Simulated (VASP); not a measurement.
The system is Cs2SnI6.

```
CELL_PARAMETERS angstrom
0.00000 5.77993 5.77993
5.77993 0.00000 5.77993
5.77993 5.77993 0.00000
ATOMIC_POSITIONS crystal
Cs 0.25000 0.25000 0.25000
Cs 0.75000 0.75000 0.75000
Sn 0.00000 0.00000 0.00000
I 0.75172 0.24828 0.24828
I 0.24828 0.75172 0.24828
I 0.24828 0.75172 0.75172
I 0.75172 0.24828 0.75172
I 0.24828 0.24828 0.75172
I 0.75172 0.75172 0.24828
```

Base run:

| Item | Value |
| --- | --- |
| Program | VASP 6.6.1 |
| Functional | r2SCAN |
| Potentials or basis | VASP PAW PBE potentials, release 64 (Cs_sv, Sn_d, I) |
| Cutoff | 520 eV |
| k mesh | 6 × 6 × 6 |
| Occupations | gaussian, width 0.03 eV |
| Spin | no spin polarisation |

Its results: pressure 0.9 GPa; largest force 0.009 eV/Å.

Q: After a change of settings the same cell gave: pressure -1.0 GPa; largest force 0.046 eV/Å. Which change was it?
A. functional from r2SCAN to PBE
B. functional from r2SCAN to PBE; further incar settings from ALGO = Normal; EDIFF = 1e-06 to ALGO = Normal; EDIFF = 1e-06; NBANDS = 61
C. functional from r2SCAN to PBE; spin from no spin polarisation to spin-orbit coupling, no magnetisation
D. functional from r2SCAN to LDA; potentials or basis from VASP PAW PBE potentials, release 64 (Cs_sv, Sn_d, I) to VASP PAW LDA potentials, release 64 (Cs_sv, Sn_d, I)

A: D.

Caveats: the PAW data sets were made with another functional, which shifts forces and pressure a little (some runs).
